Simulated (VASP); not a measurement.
# SnTe (Fm-3m) in VASP: band structure with PBE

Aim: the band structure of SnTe with PBE.

All numbers are computed with VASP 6.6.1; they aren't measurements. Logs are shortened: lines on timing, memory, paths and dates and some standing lists are left out, and cuts for length are marked.

**Measured values to compare with.**

From a printed reference work, textbook, for a bulk crystal of SnTe at 300 K: band gap 0.18 eV (direct).

The runs below are set against these values where they give the same quantity.

### Step 1. Starting point

The structure is cubic, space group Fm-3m (No. 225). Conventional cell: a = 6.412 Å, b = 6.412 Å, c = 6.412 Å, α = 90.00°, β = 90.00°, γ = 90.00°. Sn (site symmetry m-3m) has 6 Te at 3.21 Å as nearest neighbours. Te (site symmetry m-3m) is surrounded by 6 Sn at 3.21 Å.

### Step 2. Band structure, PBE

INCAR

```
ALGO     = Fast           # electronic algorithm
AMIX     = 0.2          
EDIFF    = 1E-7           # SCF threshold, eV
ENCUT    = 520            # plane-wave cutoff, eV
GGA      = PE             # functional
ISIF     = 2              # what is computed and relaxed
ISMEAR   = 0              # smearing method
LASPH    = T              # aspherical terms in the spheres
LCHARG   = F              # write CHGCAR
LREAL    = F              # projectors in reciprocal space
LWAVE    = F              # write WAVECAR
NBANDS   = 17             # bands
NELM     = 80             # most SCF steps
PREC     = Accurate       # precision mode
SIGMA    = 0.02           # smearing width, eV
```

KPOINTS

```
k-points
0
Gamma
  8 8 8
```

POSCAR

```
SnTe                                    
1.0
   -0.0000000000      3.2058164374      3.2058164374
    3.2058164374      0.0000000000      3.2058164374
    3.2058164374      3.2058164374      0.0000000000
  Sn              Te            
     1     1
Direct
     1.0000000000000000    1.0000000000000000    0.0000000000000000
     0.5000000000000000    0.5000000000000000    0.5000000000000000
```

KPOINTS_OPT

```
path GXWKGLUWLK,UX
20
line-mode
reciprocal
 0.0000000000  0.0000000000  0.0000000000  G
 0.5000000000  0.0000000000  0.5000000000  X

 0.5000000000  0.0000000000  0.5000000000  X
 0.5000000000  0.2500000000  0.7500000000  W

 0.5000000000  0.2500000000  0.7500000000  W
 0.3750000000  0.3750000000  0.7500000000  K

 0.3750000000  0.3750000000  0.7500000000  K
 0.0000000000  0.0000000000  0.0000000000  G

 0.0000000000  0.0000000000  0.0000000000  G
 0.5000000000  0.5000000000  0.5000000000  L

 0.5000000000  0.5000000000  0.5000000000  L
 0.6250000000  0.2500000000  0.6250000000  U

 0.6250000000  0.2500000000  0.6250000000  U
 0.5000000000  0.2500000000  0.7500000000  W

 0.5000000000  0.2500000000  0.7500000000  W
 0.5000000000  0.5000000000  0.5000000000  L

 0.5000000000  0.5000000000  0.5000000000  L
 0.3750000000  0.3750000000  0.7500000000  K

 0.6250000000  0.2500000000  0.6250000000  U
 0.5000000000  0.0000000000  0.5000000000  X
```

Potentials or basis: VASP PAW PBE potentials, release 64 (Sn_d, Te).

Started as:

```sh
$ cat potpaw_PBE.64/Sn_d/POTCAR potpaw_PBE.64/Te/POTCAR > POTCAR
$ mpirun -np 1 vasp_std > vasp.out
```

OUTCAR:

```text
AMIX = 0.2
   EDIFF = 1E-7
   ENCUT = 520
   GGA = PE
   ISIF = 2
   ISMEAR = 0
   LASPH = T
   LREAL = F
   NELM = 80
   PREC = Accurate

 ion  position               nearest neighbor table
   1  0.000  0.000  0.000-   2 3.21   2 3.21   2 3.21   2 3.21   2 3.21   2 3.21
   2  0.500  0.500  0.500-   1 3.21   1 3.21   1 3.21   1 3.21   1 3.21   1 3.21

  LATTYP: Found a face centered cubic cell.
 ALAT       =     6.4116328748

  Lattice vectors:

 A1 = (   0.0000000000,   3.2058164374,   3.2058164374)
 A2 = (   3.2058164374,   0.0000000000,   3.2058164374)
 A3 = (   3.2058164374,   3.2058164374,   0.0000000000)

Analysis of symmetry for initial positions (statically):
=====================================================================
 Subroutine PRICEL returns:
 Original cell was already a primitive cell.

 Routine SETGRP: Setting up the symmetry group for a
 face centered cubic supercell.

 Subroutine GETGRP returns: Found 48 space group operations
 (whereof 48 operations were pure point group operations)
 out of a pool of 48 trial point group operations.

The static configuration has the point symmetry O_h .

Analysis of symmetry for dynamics (positions and initial velocities):
=====================================================================
 Subroutine PRICEL returns:
 Original cell was already a primitive cell.

 Routine SETGRP: Setting up the symmetry group for a
 face centered cubic supercell.

 Subroutine GETGRP returns: Found 48 space group operations
 (whereof 48 operations were pure point group operations)
 out of a pool of 48 trial point group operations.

The dynamic configuration has the point symmetry O_h .

 Subroutine INISYM returns: Found 48 space group operations
 (whereof 48 operations are pure point group operations),
 and found     1 'primitive' translations

----------------------------------------------------------------------------------------

                                     Primitive cell

  volume of cell :      65.8940

  direct lattice vectors                    reciprocal lattice vectors
     0.000000000  3.205816437  3.205816437    -0.155966510  0.155966510  0.155966510
     3.205816437  0.000000000  3.205816437     0.155966510 -0.155966510  0.155966510
     3.205816437  3.205816437  0.000000000     0.155966510  0.155966510 -0.155966510

  length of vectors
     4.533709084  4.533709084  4.533709084     0.270141919  0.270141919  0.270141919

  position of ions in fractional coordinates (direct lattice)
     0.000000000  0.000000000  0.000000000
     0.500000000  0.500000000  0.500000000

  ion indices of the primitive-cell ions
   primitive index   ion index
                 1           1
                 2           2

----------------------------------------------------------------------------------------

 KPOINTS: k-points

Automatic generation of k-mesh.
 Grid dimensions read from file:
 generate k-points for:    8    8    8

 Generating k-lattice:

  Cartesian coordinates                     Fractional coordinates (reciprocal lattice)
    -0.019495814  0.019495814  0.019495814     0.125000000  0.000000000  0.000000000
     0.019495814 -0.019495814  0.019495814     0.000000000  0.125000000  0.000000000
     0.019495814  0.019495814 -0.019495814     0.000000000  0.000000000  0.125000000

  Length of vectors
     0.033767740  0.033767740  0.033767740

  Shift w.r.t. Gamma in fractional coordinates (k-lattice)
     0.000000000  0.000000000  0.000000000

 Subroutine IBZKPT returns following result:
 ===========================================

 Found     29 irreducible k-points:

 Following reciprocal coordinates:
            Coordinates               Weight
  0.000000  0.000000  0.000000      1.000000
  0.125000  0.000000  0.000000      8.000000
  0.250000  0.000000  0.000000      8.000000
  0.375000  0.000000  0.000000      8.000000
  0.500000  0.000000  0.000000      4.000000
  0.125000  0.125000  0.000000      6.000000
[... 16 lines left out ...]
  0.500000  0.250000  0.125000     48.000000
 -0.375000  0.250000  0.125000     24.000000
 [... further k-points ...]
   k-points           NKPTS =     29   k-points in BZ     NKDIM =     29   number of bands    NBANDS=     17
   number of dos      NEDOS =    301   number of ions     NIONS =      2
   total plane-waves  NPLWV =  46656
   dimension x,y,z NGX =    36 NGY =   36 NGZ =   36
   dimension x,y,z NGXF=    72 NGYF=   72 NGZF=   72
   ions per type =               1   1
   NGX,Y,Z   is equivalent  to a cutoff of  13.20, 13.20, 13.20 a.u.
   NGXF,Y,Z  is equivalent  to a cutoff of  26.40, 26.40, 26.40 a.u.
 SYSTEM =  unknown system
   PREC   = accura    normal or accurate (medium, high low for compatibility)
   ISTART =      0    job   : 0-new  1-cont  2-samecut
   ICHARG =      2    charge: 1-file 2-atom 10-const
   ISPIN  =      1    spin polarized calculation?
   LNONCOLLINEAR =      F non collinear calculations
   LSORBIT =      F    spin-orbit coupling
   LASPH  =      T    aspherical Exc in radial PAW
   ENCUT  =  520.0 eV  38.22 Ry    6.18 a.u.   8.43  8.43  8.43*2*pi/ulx,y,z
   NELM   =     80;   NELMIN=  2; NELMDL= -5     # of ELM steps
   EDIFF  = 0.1E-06   stopping-criterion for ELM
   LREAL  =      F    real-space projection
   EDIFFG = 0.1E-05   stopping-criterion for IOM
   NSW    =      0    number of steps for IOM
   IBRION =     -1    ionic relax: 0-MD 1-quasi-New 2-CG
   NFREE  =      0    steps in history (QN), initial steepest desc. (CG)
   ISIF   =      2    stress and relaxation
   ISYM   =      2    0-nonsym 1-usesym 2-fastsym
   POTIM  = 0.5000    time-step for ionic-motion
   TEBEG  =    0.0;   TEEND  =   0.0 temperature during run
   PSTRESS=    0.0 pullay stress
   NELECT =      20.0000    total number of electrons
   NUPDOWN=      -1.0000    fix difference up-down
   EMIN   =  10.00;   EMAX   =-10.00  energy-range for DOS
   EFERMI =   0.00;   METHOD = LEGACY
   ISMEAR =     0;   SIGMA  =   0.02  broadening in eV -4-tet -1-fermi 0-gaus
   EFERMI_NEDOS =   21; number of points for ismear=-14 and -15
   IALGO  =     68    algorithm
   IMIX   =      4    mixing-type and parameters
     AMIX     =   0.20;   BMIX     =  1.00
     AMIX_MAG =   0.80;   BMIX_MAG =  1.00
  volume/ion in A,a.u.               =      32.95       222.34
  Fermi-wavevector in a.u.,A,eV,Ry     =   1.100195  2.079066 16.468875  1.210428
  Thomas-Fermi vector in A             =   2.236602
   LORBIT       =      0    0 simple, 1 ext, 2 COOP (PROOUT), +10 PAW based schemes
   GGA     = PE    functional components
   LHFCALC =     F    Hartree Fock is set to
   AEXX    =    0.0000 exact exchange contribution
   IVDW    =     0    specifies the selected vdW correction
   LEPSILON=     F    determine dielectric tensor
   LRPA    =     F    only Hartree local field effects (RPA)
 non-spin polarized calculation
 RMM-DIIS sequential band-by-band and
 Gauss-broadening in eV      SIGMA  =   0.02
  energy-cutoff  :      520.00
  volume of cell :       65.89
 maximum number of plane-waves:      1807
 NGX is ok and might be reduce to    36
   NGX = 17   NGY = 17   NGZ = 17

 number of electron      20.0000005 magnetization

 Free energy of the ion-electron system (eV)
  ---------------------------------------------------
  ext. energy  EPLUGINS =         0.00000000
  ---------------------------------------------------
  free energy    TOTEN  =        -7.56375892 eV

  energy without entropy =       -7.56372863  energy(sigma->0) =       -7.56374377

 E-fermi :   6.3416     XC(G=0):  -9.2625

 val. band max:        6.3150360351   @ k =   0.5000   0.0000   0.0000
 cond. band min:       6.3681253459   @ k =   0.5000   0.0000   0.0000
 fundamental gap:      0.0530893109
 Fermi energy:         6.3415806904

 k-point     1 :       0.0000    0.0000    0.0000
  band No.  band energies     occupation
      1     -15.5668      2.00000
      2     -15.5668      2.00000
      3     -15.5638      2.00000
      4     -15.5638      2.00000
      5     -15.5638      2.00000
      6      -6.1047      2.00000
[... 9 lines left out ...]
     16      11.1672      0.00000
     17      13.1568      0.00000

 k-point     2 :       0.1250    0.0000    0.0000
  band No.  band energies     occupation
      1     -15.5673      2.00000
      2     -15.5673      2.00000
      3     -15.5636      2.00000
      4     -15.5631      2.00000
      5     -15.5631      2.00000
      6      -5.9834      2.00000
[... 9 lines left out ...]
     16      11.4739      0.00000
     17      14.0521      0.00000

 k-point     3 :       0.2500    0.0000    0.0000
  band No.  band energies     occupation
      1     -15.5687      2.00000
      2     -15.5687      2.00000
      3     -15.5631      2.00000
      4     -15.5611      2.00000
      5     -15.5611      2.00000
      6      -5.6444      2.00000
[... 9 lines left out ...]
     16      12.3277      0.00000
     17      15.9479      0.00000

 k-point     4 :       0.3750    0.0000    0.0000
  band No.  band energies     occupation
      1     -15.5702      2.00000
      2     -15.5702      2.00000
      3     -15.5626      2.00000
      4     -15.5589      2.00000
      5     -15.5589      2.00000
      6      -5.1971      2.00000
[... 9 lines left out ...]
     16      13.6557      0.00000
     17      16.3547      0.00000

 k-point     5 :       0.5000    0.0000    0.0000
  band No.  band energies     occupation
      1     -15.5709      2.00000
      2     -15.5709      2.00000
      3     -15.5624      2.00000
      4     -15.5581      2.00000
      5     -15.5581      2.00000
      6      -4.9507      2.00000
[... 9 lines left out ...]
     16      15.1146      0.00000
     17      15.1146      0.00000

 k-point     6 :       0.1250    0.1250    0.0000
  band No.  band energies     occupation
      1     -15.5684      2.00000
      2     -15.5662      2.00000
      3     -15.5642      2.00000
      4     -15.5626      2.00000
      5     -15.5626      2.00000
      6      -5.9436      2.00000
[... 9 lines left out ...]
     16      11.9757      0.00000
     17      13.3246      0.00000
[... 281 lines left out ...]
 k-point    21 :       0.5000    0.5000    0.0000
  band No.  band energies     occupation
      1     -15.5798      2.00000
      2     -15.5667      2.00000
      3     -15.5630      2.00000
      4     -15.5552      2.00000
      5     -15.5552      2.00000
      6      -4.6950      2.00000
[... 9 lines left out ...]
     16      16.7812      0.00000
     17      17.1364      0.00000

 k-point    22 :       0.3750    0.2500    0.1250
  band No.  band energies     occupation
      1     -15.5719      2.00000
      2     -15.5668      2.00000
      3     -15.5640      2.00000
      4     -15.5597      2.00000
      5     -15.5592      2.00000
      6      -5.3743      2.00000
[... 9 lines left out ...]
     16      14.2923      0.00000
     17      14.5346      0.00000

 k-point    23 :       0.5000    0.2500    0.1250
  band No.  band energies     occupation
      1     -15.5729      2.00000
      2     -15.5680      2.00000
      3     -15.5626      2.00000
      4     -15.5590      2.00000
      5     -15.5579      2.00000
      6      -4.9910      2.00000
[... 9 lines left out ...]
     16      14.5084      0.00000
     17      15.7347      0.00000

 k-point    24 :      -0.3750    0.2500    0.1250
  band No.  band energies     occupation
      1     -15.5731      2.00000
      2     -15.5686      2.00000
      3     -15.5613      2.00000
      4     -15.5597      2.00000
      5     -15.5572      2.00000
      6      -4.7928      2.00000
[... 9 lines left out ...]
     16      15.6263      0.00000
     17      15.7188      0.00000

 [... further k-points ...]
[... 5 lines left out ...]
  --------------------------------------------------------------------------------------
  -------------------------------------------------------------------------------------
  Total        0.0021663      0.0021663      0.0021663      0.0000000      0.0000000      0.0000000
  in kB        0.0526722      0.0526722      0.0526722      0.0000000      0.0000000      0.0000000
  external PRESSURE =       0.0526722 kB  Pullay stress =       0.0000000 kB

 VOLUME and BASIS-vectors are now :
 -----------------------------------------------------------------------------
  energy-cutoff  :      520.00
  volume of cell :       65.89
      direct lattice vectors                 reciprocal lattice vectors
     0.000000000  3.205816437  3.205816437    -0.155966510  0.155966510  0.155966510
     3.205816437  0.000000000  3.205816437     0.155966510 -0.155966510  0.155966510
     3.205816437  3.205816437  0.000000000     0.155966510  0.155966510 -0.155966510

 POSITION                                       TOTAL-FORCE (eV/Angst)
 -----------------------------------------------------------------------------------
      0.00000      0.00000      0.00000         0.000000      0.000000      0.000000
      3.20582      3.20582      3.20582        -0.000000     -0.000000     -0.000000
 -----------------------------------------------------------------------------------
    total drift:                               -0.000000      0.000000      0.000000

  FREE ENERGIE OF THE ION-ELECTRON SYSTEM (eV)
  ---------------------------------------------------
  free  energy   TOTEN  =        -7.5637589150 eV

  energy  without entropy=       -7.5637286288  energy(sigma->0) =       -7.56374377
```

Run time: 2 min. Hardware: 1 thread of AMD EPYC 9R14 (Zen 4), shared host; peak memory 0.21 GiB.

Results:

```yaml
Free_energy: -7.5638 eV
Pressure: 0.0 GPa
Band_gap_on_the_k_mesh: 0.05 eV, direct
Band_gap_along_the_path: 0.05 eV, direct
```

Levels at the corners of the path, in eV from the valence-band top:
| point | band 6 | band 7 | band 8 | band 9 | band 10 | band 11 | band 12 | band 13 | band 14 | band 15 |
| --- | --- | --- | --- | --- | --- | --- | --- | --- | --- | --- |
| Γ | -12.42 | -4.87 | -1.99 | -1.99 | -1.99 | 3.25 | 3.25 | 3.25 | 4.85 | 4.85 |
| X | -11.01 | -6.43 | -5.21 | -3.49 | -3.49 | 2.39 | 4.68 | 4.68 | 6.02 | 8.87 |
| X | -11.01 | -6.43 | -5.21 | -3.49 | -3.49 | 2.39 | 4.68 | 4.68 | 6.02 | 8.87 |
| W | -10.93 | -7.20 | -4.50 | -4.50 | -0.81 | 0.86 | 4.59 | 4.59 | 5.88 | 5.88 |
| W | -10.93 | -7.20 | -4.50 | -4.50 | -0.81 | 0.86 | 4.59 | 4.59 | 5.88 | 5.88 |
| K | -10.97 | -7.24 | -4.83 | -3.02 | -2.58 | 2.92 | 3.00 | 4.23 | 5.30 | 7.98 |
| K | -10.97 | -7.24 | -4.83 | -3.02 | -2.58 | 2.92 | 3.00 | 4.23 | 5.30 | 7.98 |
| Γ | -12.42 | -4.87 | -1.99 | -1.99 | -1.99 | 3.25 | 3.25 | 3.25 | 4.85 | 4.85 |
| Γ | -12.42 | -4.87 | -1.99 | -1.99 | -1.99 | 3.25 | 3.25 | 3.25 | 4.85 | 4.85 |
| L | -11.27 | -8.06 | -1.67 | -1.67 | 0.00 | 0.05 | 0.45 | 0.45 | 7.67 | 8.59 |
| L | -11.27 | -8.06 | -1.67 | -1.67 | 0.00 | 0.05 | 0.45 | 0.45 | 7.67 | 8.59 |
| U | -10.97 | -7.24 | -4.83 | -3.02 | -2.58 | 2.92 | 3.00 | 4.23 | 5.30 | 7.98 |
| U | -10.97 | -7.24 | -4.83 | -3.02 | -2.58 | 2.92 | 3.00 | 4.23 | 5.30 | 7.98 |
| W | -10.93 | -7.20 | -4.50 | -4.50 | -0.81 | 0.86 | 4.59 | 4.59 | 5.88 | 5.88 |
| W | -10.93 | -7.20 | -4.50 | -4.50 | -0.81 | 0.86 | 4.59 | 4.59 | 5.88 | 5.88 |
| L | -11.27 | -8.06 | -1.67 | -1.67 | 0.00 | 0.05 | 0.45 | 0.45 | 7.67 | 8.59 |
| L | -11.27 | -8.06 | -1.67 | -1.67 | 0.00 | 0.05 | 0.45 | 0.45 | 7.67 | 8.59 |
| K | -10.97 | -7.24 | -4.83 | -3.02 | -2.58 | 2.92 | 3.00 | 4.23 | 5.30 | 7.98 |
| U | -10.97 | -7.24 | -4.83 | -3.02 | -2.58 | 2.92 | 3.00 | 4.23 | 5.30 | 7.98 |
| X | -11.01 | -6.43 | -5.21 | -3.49 | -3.49 | 2.39 | 4.68 | 4.68 | 6.02 | 8.87 |

Caveat: spin-orbit coupling is left out, which moves the levels of the heavy elements.

### Step 3. How close it comes

Step 2. Against the measured gap of SnTe, 0.18 eV (direct; 300 K; a printed reference work, textbook), the calculated 0.05 eV is off by -0.13 eV. Spin-orbit coupling on Sn, Te is left out. The value is that of PBE, without temperature or zero-point motion. Semilocal functionals fall short of measured gaps as a rule.
